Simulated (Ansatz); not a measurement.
The system is Os.

```
Os
1.0
     2.73410    0.00000    0.00000
    -1.36705    2.36780    0.00000
     0.00000    0.00000    4.31970
Os
2
Cartesian
  1.3671 0.7893 3.2398
  0.0000 1.5785 1.0799
```

Program: Ansatz 0.2.0. Alike in all runs: potentials or basis Ansatz PAW; no spin polarisation; cell as given; k mesh 11 × 11 × 6; smearing fermi-dirac 0.05 eV.

Q: Order these runs on this cell by their pressure, lowest first.
A. level m-r2SCAN; cutoff (eV) 500; points for each segment of the path 14
B. level revPBE; cutoff (eV) 420; points for each segment of the path 14
C. level LDA; cutoff (eV) 420; points for each segment of the path 14
D. level PBE; cutoff (eV) 250

A: C (-8.6 GPa), A (1.0 GPa), B (11.8 GPa), D (15.3 GPa).

Caveats: the PAW data sets come from PBE, with cores solved anew for the run's functional, which leaves a small shift of forces and pressure (some runs); so large a pressure means that the cell lies far from this level's equilibrium, or that cutoff or potentials fall short (some runs); the pressure holds a Pulay correction of +92.0 GPa for the finite cutoff (some runs); the cutoff lies under the one recommended for these potentials (some runs).
